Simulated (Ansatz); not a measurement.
Consider a ranking of structure types by relaxed energy of I on several prototypes (the Ansatz DFT code, driven from Python).

The script, `i.py`:
```python
"""Relaxed energies of I in several structure types."""

import csv

import ansatz as az
import numpy as np


def sc(first, a):
    return (
        az.Lattice.cubic(a)
        .space_group(221)
        .atom(first, (0, 0, 0))
    )


def fcc(first, a):
    return (
        az.Lattice.fcc(a)
        .space_group(225)
        .atom(first, (0, 0, 0))
        .primitive()
    )


def diamond(A, a):
    return az.Crystal.diamond(A, a=a)


def bcc(a_site, a):
    return az.Crystal.bcc(a_site, a=a)


def run_phase(name, crystal):
    calc = (
        crystal.calculation()
        .basis(510)  # plane waves up to this kinetic energy
        .functional("pbe")
        .kpoints(spacing=0.15)  # the mesh must be finer for metals
        .occupations("fermi_dirac", width=0.02)
        .stress()
        .band_table()  # levels at the mesh points
    )
    calc = calc.relax(force_tolerance=0.01, cell=True)
    return calc.run(threads=1, pin="off")


def pressure_gpa(outcome):
    return float(np.trace(outcome.report["stress_gpa"]) / 3)


def volume_per_atom(outcome):
    return abs(np.linalg.det(outcome.lattice.cell_ang)) / len(outcome.lattice.sites)


def gap_ev(outcome):
    # nan where the run reports no band edges: a metal, overlapping bands, or a gap that is small against the smearing
    edges = outcome.report.get("band_edges_ev")
    return edges[1] - edges[0] if edges else float("nan")


def main() -> None:
    # starting lattice constants are rough guesses; the relaxation finds the rest
    phases = {}
    phases["sc"] = sc("I", 3.3)
    phases["fcc"] = fcc("I", 5.08)
    phases["diamond"] = diamond("I", 6.99)
    phases["bcc"] = bcc("I", 4.03)

    done = {}
    for name, crystal in phases.items():
        done[name] = run_phase(name, crystal)
        print(f"{name}: {done[name].report['energy_sigma0_ev']:.4f} eV, {len(done[name].lattice.sites)} atoms")

    energy = {name: o.report["energy_sigma0_ev"] / len(o.lattice.sites) for name, o in done.items()}
    lowest = min(energy.values())
    rows = [(name, len(o.lattice.sites), 1000 * (energy[name] - lowest), pressure_gpa(o), volume_per_atom(o), gap_ev(o)) for name, o in done.items()]
    rows.sort(key=lambda row: row[2])
    with open("prototypes.csv", "w", newline="") as handle:
        writer = csv.writer(handle)
        writer.writerow(["phase", "atoms", "dE (meV/atom)", "P (GPa)", "V (A^3/atom)", "gap (eV)"])
        writer.writerows([round(v, 4) if isinstance(v, float) else v for v in row] for row in rows)
    print(open("prototypes.csv").read())
    print("order:", " < ".join(row[0] for row in rows))


if __name__ == "__main__":
    main()
```

Which of these structures comes out lowest, and how far apart are they?

By space group at the end of each run: Pm-3m (+0 meV an atom, 41.5 Å³), Im-3m (+143 meV an atom, 35.8 Å³), Fm-3m (+161 meV an atom, 35.0 Å³) and Fd-3m (+229 meV an atom, 60.2 Å³).

What the script printed:

```console
$ python i.py
sc: -7512.5893 eV, 1 atoms
fcc: -7512.4281 eV, 1 atoms
diamond: -15024.7213 eV, 2 atoms
bcc: -7512.4464 eV, 1 atoms
phase,atoms,dE (meV/atom),P (GPa),V (A^3/atom),gap (eV)
sc,1,0.0,0.0114,41.4714,nan
bcc,1,142.9148,0.0086,35.7867,nan
fcc,1,161.2153,0.0078,34.9932,nan
diamond,2,228.6713,-0.0037,60.2074,nan

order: sc < bcc < fcc < diamond
```

Caveats:
- Total energies depend on the potentials; only differences at equal settings carry meaning.
- Pressure is positive in compression.
- Gaps and levels are Kohn-Sham values on a finite set of k-points, without spin-orbit coupling.
- The cells are built on prototypes, so most aren't the phase found in nature. Rows bear the name of their start, and a relaxation keeps or raises the symmetry. Differences under 10 to 15 meV an atom lie within the error of mesh and functional.
- Finished in 36 s on 1 thread of AMD EPYC 9R45 96-Core Processor (Zen 5), with other jobs on the host, peak memory 0.65 GiB.
